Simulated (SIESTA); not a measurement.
Co:

```
CELL_PARAMETERS angstrom
2.40052 0.00000 0.00000
-0.83268 2.27727 0.00000
-0.74065 -1.15070 2.01700
ATOMIC_POSITIONS crystal
Co 0.00000 0.00000 0.00000
```

This isn't the form of Co at room conditions, which is hcp.

Base run:

| Property | Result |
| --- | --- |
| Program | SIESTA 5.4.2 |
| Functional | LDA |
| Potentials or basis | PseudoDojo 0.4 standard (LDA files) |
| Basis | DZP (energy shift 0.003 Ry; two zetas on semicore shells) |
| Grid cutoff | 800 Ry |
| Energy shift | 0.003 Ry |
| k mesh | 9 × 9 × 9 |
| Occupations | fermi-dirac, width 0.05 eV |
| Spin | collinear spin, ferromagnetic start |
| Starting moments | [2.0] μB |

Its results: band gap on the k mesh none (metal or under the smearing width); pressure -19.6 GPa; net moment 1.59 μB per cell; site moments Co +1.59 μB.

Q: The run is repeated on the same cell with these changes: functional from LDA to PBEsol; potentials or basis from PseudoDojo 0.4 standard (LDA files) to PseudoDojo 0.4 standard (PBEsol files). What comes out?

A: Band gap on the k mesh none (metal or under the smearing width); pressure -10.5 GPa; net moment 1.70 μB per cell; site moments Co +1.70 μB.

Caveats: short orbitals over semicore shells can move pressures by several GPa; the basis of atomic orbitals isn't converged, which shifts pressures, moduli and gaps.
